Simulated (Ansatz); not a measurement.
Sn under changes of volume

One of the cells (33.803 Å³/atom); the others are scaled copies at fixed shape and fractional positions:

```
CELL_PARAMETERS angstrom
0.00000 3.23334 3.23334
3.23334 0.00000 3.23334
3.23334 3.23334 0.00000
ATOMIC_POSITIONS crystal
Sn 0.75000 0.75000 0.75000
Sn 0.50000 0.50000 0.50000
```

This isn't the form of Sn at room conditions, which is tetragonal (white tin).

- Program: Ansatz 0.2.0
- Functional: PBE
- Potentials or basis: all-electron LAPW, scalar-relativistic
- Cutoff: 276 eV (chosen from the basis error)
- Basis error allowed: 0.0005 eV/atom
- k mesh: 7 × 7 × 7
- Occupations: fermi-dirac, width 0.05 eV
- Spin: no spin polarisation

```tsv
volume (Å³/atom)	energy over the lowest point (meV/atom)	pressure (GPa)
31.775	100.84	7.6
32.451	71.75	6.2
33.127	48.27	5.0
33.803	29.84	3.8
34.479	?	?
35.155	6.14	1.9
35.831	0.00	1.1
```

What does the run at 34.479 Å³/atom give?

Energy over the lowest point 15.95 meV/atom; pressure 2.8 GPa.

Worked out: A Birch-Murnaghan fit of order 3 (a polynomial in V^(-2/3)) to the other rows has its minimum at 36.81 Å³/atom, just outside them, with B0 = V·E''(V) = 37 GPa and B' = 4.7. It gives 15.95 meV/atom at 34.479 Å³/atom, against the run's 15.95, and -dE/dV = 2.8 GPa, against 2.8.

Energies are extrapolated to zero smearing.
